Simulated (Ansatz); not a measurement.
Method: Ansatz, DFT PBE, scalar-relativistic, plane waves, PAW. Cutoff 420 eV, Γ-centred meshes of about 0.25 Å⁻¹ or finer for metals and 0.3 Å⁻¹ for insulators (2π included), Gaussian smearing. No spin polarisation.

These are static total energies at zero pressure.

Two relaxed structures of InGa₂As₃:

A.

Space group I-4m2 (No. 119). a = 4.159 Å, b = 4.159 Å, c = 17.761 Å, α = 90.00°, β = 90.00°, γ = 90.00°
```
atom  site  symmetry       x       y       z
  In    2a      -4m2  0.0000  0.0000  0.0000
  Ga    4e      2mm. 0.0000  0.0000  0.3294
  As    2d      -4m2  0.5000  0.0000  0.2500
  As    4f      2mm. 0.0000  0.5000  0.0920
```

B.

Space group Cmc2_1 (No. 36). a = 12.458 Å, b = 7.196 Å, c = 6.831 Å, α = 90.00°, β = 90.00°, γ = 90.00°
| atom | site | symmetry | x | y | z |
| --- | --- | --- | --- | --- | --- |
| In | 4a | m.. | 0.5000 | 0.6715 | 0.4994 |
| Ga | 8b | 1 | 0.3307 | 0.1637 | 0.5001 |
| As | 8b | 1 | 0.6758 | 0.8418 | 0.6333 |
| As | 4a | m.. | 0.5000 | 0.3151 | 0.6088 |

Question: Which is lower in energy, and by how much?

Answer: They are level within the accuracy (2 meV/atom apart, with B the lower in these runs). A has In and Ga ordered on zinc blende sites, space group I-4m2 (No. 119), 25.6 Å³/atom and no gap on its mesh; B has In and Ga ordered on wurtzite sites, space group Cmc2_1 (No. 36), 25.5 Å³/atom and no gap. In A, In is surrounded by 4 As at 2.64 Å; Ga is surrounded by 4 As at 2.50–2.51 Å; around As on a site of symmetry -4m2 lie 4 Ga at 2.51 Å; 1 more site not described. In B, In has 4 As at 2.67 Å; Ga has 4 As at 2.49–2.51 Å; around As on a site of symmetry 1 lie 3 Ga at 2.49–2.51 Å and 1 In at 2.67 Å; 1 more site not described. Both come from trial cells of a structure search.

The zero gap of I-4m2, Cmc2_1 may come from the functional, which often closes small gaps. Cells relaxed within their symmetry can be saddle points.
